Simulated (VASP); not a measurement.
Wanted: the native input for a VASP 6.6.1 run.

```yaml
Task: relaxation of cell and atoms
Functional: PBE
Potentials_or_basis: VASP PAW PBE potentials, release 64 (Ti, Se)
Cutoff: 300 eV
k_mesh: 6 × 6 × 3
Occupations: methfessel-paxton, width 0.1 eV
Spin: no spin polarisation
Further_INCAR_settings: ALGO = Normal; EDIFF = 1e-06; IBRION = 2; EDIFFG = -0.01; NSW = 90; ISIF = 3
```

The structure of TiSe2 lies in POSCAR:

```
TiSe2
1.0
    3.5360000000      0.0000000000      0.0000000000
   -1.7680000000      3.0622658278      0.0000000000
    0.0000000000      0.0000000000      6.0040000000
Ti Se
1 2
Direct
    0.0000000000      0.0000000000      0.0000000000
    0.3333333333      0.6666666667      0.2552000000
    0.6666666667      0.3333333333      0.7448000000
```

The input as run:

INCAR

```
PREC     = Accurate       # precision mode
ENCUT    = 300            # plane-wave cutoff, eV
EDIFF    = 1E-6           # SCF threshold, eV
ISMEAR   = 1              # smearing method
SIGMA    = 0.1            # smearing width, eV
LREAL    = False          # projectors in reciprocal space
LASPH    = True           # aspherical terms in the spheres
NELM     = 80             # most SCF steps
ALGO     = Normal         # electronic algorithm
ISIF     = 3              # what is computed and relaxed
LWAVE    = False          # write WAVECAR
LCHARG   = False          # write CHGCAR
GGA      = PE             # functional
IBRION   = 2              # ionic algorithm
NSW      = 90             # ionic steps
EDIFFG   = -0.01          # ionic threshold
```

KPOINTS

```
regular mesh
0
Gamma
  6 6 3
```

Potentials or basis: VASP PAW PBE potentials, release 64 (Ti, Se).

The run is started by

```console
$ cat potpaw_PBE.64/Ti/POTCAR potpaw_PBE.64/Se/POTCAR > POTCAR
$ mpirun -np 1 vasp_std > vasp.out
```

It gave:

| Quantity | Value |
| --- | --- |
| Relaxed volume | 23.88 Å³/atom |
| Relaxed cell | a = 3.524 Å, b = 3.524 Å, c = 6.662 Å, α = 90.00°, β = 90.00°, γ = 120.00° |
| Space group after relaxing (to 0.05 Å) | P-3m1 (No. 164) |
| Energy gained by relaxing | 10.8 meV/atom |
| Ionic steps | 14 |
| Pressure after relaxing | 0.0 GPa |
| Largest force after relaxing | 0.005 eV/Å |
| Band gap on the k mesh | none (metal or under the smearing width) |

Caveat: this functional lacks dispersion, which binds the layers, so the pressure and a relaxed spacing across them are unreliable; the volume moved by +10 % from the deposited cell, more than functionals usually miss.

It took 60 s on 1 thread of Intel(R) Xeon(R) Platinum 8488C (Sapphire Rapids), with other jobs on the host, peak memory 0.14 GiB.
